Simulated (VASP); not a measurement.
# CdTe (F-43m) in VASP: single point with LDA

Aim: the single point of CdTe with LDA.

Program: VASP 6.6.1. These are calculated values, not measurements. Logs are shortened: lines on timing, memory, paths and dates and some standing lists are left out, and cuts for length are marked.

**Experimental background.**

A printed reference work, data compilation reports, for a bulk crystal of CdTe at 0 K: band gap 1.607 eV.

The results are compared with them further down.

### 1 The cell of the first run

It takes space group F-43m (No. 216, cubic). Conventional cell: a = 6.410 Å, b = 6.410 Å, c = 6.410 Å, α = 90.00°, β = 90.00°, γ = 90.00°. Within 3.7 Å of Cd (site symmetry -43m) lie 4 Te at 2.78 Å. Te (site symmetry -43m) has 4 Cd at 2.78 Å within 3.7 Å.

### 2 Single point, LDA

Contents of INCAR:

```
SYSTEM = CdTe
PREC = Accurate
ENCUT = 520
EDIFF = 1E-6
ISMEAR = 0
SIGMA = 0.02
LREAL = .FALSE.
LASPH = .TRUE.
NELM = 60
ALGO = Normal
ISIF = 2
LWAVE = .FALSE.
LCHARG = .FALSE.
GGA = CA
NBANDS = 16
```

Contents of KPOINTS:

```
Automatic mesh
0
G
  8 8 8
  0 0 0
```

Contents of POSCAR:

```
CdTe
1.0
    0.0000000000      3.2050000000      3.2050000000
    3.2050000000      0.0000000000      3.2050000000
    3.2050000000      3.2050000000      0.0000000000
Cd Te
1 1
Direct
    0.0000000000      0.0000000000      0.0000000000
    0.7500000000      0.7500000000      0.7500000000
```

Potentials or basis: VASP PAW LDA potentials, release 64 (Cd, Te).

On the command line:

```console
$ cat potpaw_LDA.64/Cd/POTCAR potpaw_LDA.64/Te/POTCAR > POTCAR
$ mpirun -np 1 vasp_std > vasp.out
```

OUTCAR:

```text
SYSTEM = CdTe
   PREC = Accurate
   ENCUT = 520
   EDIFF = 1E-6
   ISMEAR = 0
   LREAL = .FALSE.
   LASPH = .TRUE.
   NELM = 60
   ISIF = 2
   GGA = CA

 ion  position               nearest neighbor table
   1  0.000  0.000  0.000-   2 2.78   2 2.78   2 2.78   2 2.78
   2  0.750  0.750  0.750-   1 2.78   1 2.78   1 2.78   1 2.78

  LATTYP: Found a face centered cubic cell.
 ALAT       =     6.4100000000

  Lattice vectors:

 A1 = (   0.0000000000,   3.2050000000,   3.2050000000)
 A2 = (   3.2050000000,   0.0000000000,   3.2050000000)
 A3 = (   3.2050000000,   3.2050000000,   0.0000000000)

Analysis of symmetry for initial positions (statically):
=====================================================================
 Subroutine PRICEL returns:
 Original cell was already a primitive cell.

 Routine SETGRP: Setting up the symmetry group for a
 face centered cubic supercell.

 Subroutine GETGRP returns: Found 24 space group operations
 (whereof 24 operations were pure point group operations)
 out of a pool of 48 trial point group operations.

The static configuration has the point symmetry T_d .

Analysis of symmetry for dynamics (positions and initial velocities):
=====================================================================
 Subroutine PRICEL returns:
 Original cell was already a primitive cell.

 Routine SETGRP: Setting up the symmetry group for a
 face centered cubic supercell.

 Subroutine GETGRP returns: Found 24 space group operations
 (whereof 24 operations were pure point group operations)
 out of a pool of 48 trial point group operations.

The dynamic configuration has the point symmetry T_d .

 Subroutine INISYM returns: Found 24 space group operations
 (whereof 24 operations are pure point group operations),
 and found     1 'primitive' translations

----------------------------------------------------------------------------------------

                                     Primitive cell

  volume of cell :      65.8437

  direct lattice vectors                    reciprocal lattice vectors
     0.000000000  3.205000000  3.205000000    -0.156006240  0.156006240  0.156006240
     3.205000000  0.000000000  3.205000000     0.156006240 -0.156006240  0.156006240
     3.205000000  3.205000000  0.000000000     0.156006240  0.156006240 -0.156006240

  length of vectors
     4.532554467  4.532554467  4.532554467     0.270210734  0.270210734  0.270210734

  position of ions in fractional coordinates (direct lattice)
[... 66 lines left out ...]
   ions per type =               1   1
   NGX,Y,Z   is equivalent  to a cutoff of  13.20, 13.20, 13.20 a.u.
   NGXF,Y,Z  is equivalent  to a cutoff of  26.41, 26.41, 26.41 a.u.
 SYSTEM =  CdTe
   PREC   = accura    normal or accurate (medium, high low for compatibility)
   ISTART =      0    job   : 0-new  1-cont  2-samecut
   ICHARG =      2    charge: 1-file 2-atom 10-const
   ISPIN  =      1    spin polarized calculation?
   LNONCOLLINEAR =      F non collinear calculations
   LSORBIT =      F    spin-orbit coupling
   LASPH  =      T    aspherical Exc in radial PAW
   ENCUT  =  520.0 eV  38.22 Ry    6.18 a.u.   8.43  8.43  8.43*2*pi/ulx,y,z
   NELM   =     60;   NELMIN=  2; NELMDL= -5     # of ELM steps
   EDIFF  = 0.1E-05   stopping-criterion for ELM
   LREAL  =      F    real-space projection
[... 7 lines left out ...]
   TEBEG  =    0.0;   TEEND  =   0.0 temperature during run
   PSTRESS=    0.0 pullay stress
   NELECT =      18.0000    total number of electrons
   NUPDOWN=      -1.0000    fix difference up-down
   EMIN   =  10.00;   EMAX   =-10.00  energy-range for DOS
   EFERMI =   0.00;   METHOD = LEGACY
   ISMEAR =     0;   SIGMA  =   0.02  broadening in eV -4-tet -1-fermi 0-gaus
   EFERMI_NEDOS =   21; number of points for ismear=-14 and -15
   IALGO  =     38    algorithm
   IMIX   =      4    mixing-type and parameters
     AMIX     =   0.40;   BMIX     =  1.00
     AMIX_MAG =   1.60;   BMIX_MAG =  1.00
  volume/ion in A,a.u.               =      32.92       222.17
  Fermi-wavevector in a.u.,A,eV,Ry     =   1.062497  2.007828 15.359610  1.128899
  Thomas-Fermi vector in A             =   2.197950
   LORBIT       =      0    0 simple, 1 ext, 2 COOP (PROOUT), +10 PAW based schemes
   GGA     = CA    functional components
   LHFCALC =     F    Hartree Fock is set to
   AEXX    =    0.0000 exact exchange contribution
   IVDW    =     0    specifies the selected vdW correction
   LEPSILON=     F    determine dielectric tensor
   LRPA    =     F    only Hartree local field effects (RPA)
 non-spin polarized calculation
 Gauss-broadening in eV      SIGMA  =   0.02
  energy-cutoff  :      520.00
  volume of cell :       65.84
 maximum number of plane-waves:      1807
 NGX is ok and might be reduce to    36
   NGX = 17   NGY = 17   NGZ = 17

 number of electron      17.9999995 magnetization

 Free energy of the ion-electron system (eV)
  ---------------------------------------------------
  ext. energy  EPLUGINS =         0.00000000
  ---------------------------------------------------
  free energy    TOTEN  =        -6.05092075 eV

  energy without entropy =       -6.05092075  energy(sigma->0) =       -6.05092075

 E-fermi :   2.5993     XC(G=0):  -9.0898

 val. band max:        2.4659922237   @ k =   0.0000   0.0000   0.0000
 cond. band min:       3.1193718367   @ k =   0.0000   0.0000   0.0000
 fundamental gap:      0.6533796130
 Fermi energy:         2.5992617315

 k-point     1 :       0.0000    0.0000    0.0000
  band No.  band energies     occupation
      1      -8.9695      2.00000
      2      -5.9457      2.00000
      3      -5.9457      2.00000
      4      -5.9457      2.00000
      5      -5.6563      2.00000
      6      -5.6563      2.00000
[... 433 lines left out ...]
      3      -5.8339      2.00000
      4      -5.6753      2.00000
      5      -5.6511      2.00000
      6      -5.1807      2.00000
[... 8 lines left out ...]
     15      12.4790      0.00000
     16      13.0550      0.00000

 [... further k-points ...]
[... 5 lines left out ...]
  --------------------------------------------------------------------------------------
  -------------------------------------------------------------------------------------
  Total        0.0989347      0.0989347      0.0989347     -0.0000000      0.0000000      0.0000000
  in kB        2.4073825      2.4073825      2.4073825     -0.0000000      0.0000000      0.0000000
  external PRESSURE =       2.4073825 kB  Pullay stress =       0.0000000 kB

 VOLUME and BASIS-vectors are now :
 -----------------------------------------------------------------------------
  energy-cutoff  :      520.00
  volume of cell :       65.84
      direct lattice vectors                 reciprocal lattice vectors
     0.000000000  3.205000000  3.205000000    -0.156006240  0.156006240  0.156006240
     3.205000000  0.000000000  3.205000000     0.156006240 -0.156006240  0.156006240
     3.205000000  3.205000000  0.000000000     0.156006240  0.156006240 -0.156006240

 POSITION                                       TOTAL-FORCE (eV/Angst)
 -----------------------------------------------------------------------------------
      0.00000      0.00000      0.00000        -0.000000     -0.000000     -0.000000
      4.80750      4.80750      4.80750         0.000000      0.000000      0.000000
 -----------------------------------------------------------------------------------
    total drift:                               -0.000000     -0.000000     -0.000000

  FREE ENERGIE OF THE ION-ELECTRON SYSTEM (eV)
  ---------------------------------------------------
  free  energy   TOTEN  =        -6.0509207468 eV

  energy  without entropy=       -6.0509207468  energy(sigma->0) =       -6.05092075
```

OSZICAR:

```text
N       E                     dE             d eps       ncg     rms          rms(c)
DAV:   1     0.103546535113E+03    0.10355E+03   -0.83875E+03   944   0.983E+02
DAV:   2    -0.260497705389E+01   -0.10615E+03   -0.10074E+03  1080   0.241E+02
DAV:   3    -0.625936534874E+01   -0.36544E+01   -0.36490E+01  1136   0.463E+01
DAV:   4    -0.629308332317E+01   -0.33718E-01   -0.33717E-01  1392   0.401E+00
DAV:   5    -0.629318803250E+01   -0.10471E-03   -0.10471E-03  1208   0.190E-01    0.604E+00
DAV:   6    -0.607503184275E+01    0.21816E+00   -0.36939E-01  1168   0.780E+00    0.484E+00
DAV:   7    -0.605307326724E+01    0.21959E-01   -0.92639E-02  1136   0.206E+00    0.177E+00
DAV:   8    -0.605118129550E+01    0.18920E-02   -0.10366E-02  1032   0.122E+00    0.423E-01
DAV:   9    -0.605092700568E+01    0.25429E-03   -0.77706E-04  1152   0.313E-01    0.111E-01
DAV:  10    -0.605091817833E+01    0.88274E-05   -0.86038E-05  1096   0.822E-02    0.520E-02
DAV:  11    -0.605092158984E+01   -0.34115E-05   -0.20804E-05  1208   0.416E-02    0.300E-02
DAV:  12    -0.605092074679E+01    0.84305E-06   -0.18161E-06   984   0.124E-02
   1 F= -.60509207E+01 E0= -.60509207E+01  d E =-.344187E-23
```

Run time: 15 s. Hardware: 1 thread of Intel Xeon Platinum 8559C (Emerald Rapids), shared host; peak memory 0.18 GiB.

What came out:

* Free energy: -6.0509 eV
* Pressure: 0.2 GPa
* Band gap on the k mesh: 0.65 eV, direct

Caveat: spin-orbit coupling is left out, which moves the levels of the heavy elements.

### 3 Comparison with measurements

Step 2. Against the measured gap of CdTe, 1.607 eV (0 K; a printed reference work, data compilation), the calculated 0.65 eV is off by -0.95 eV. Spin-orbit coupling on Cd, Te is left out. The value is that of LDA, without temperature or zero-point motion. Semilocal functionals fall short of measured gaps as a rule.
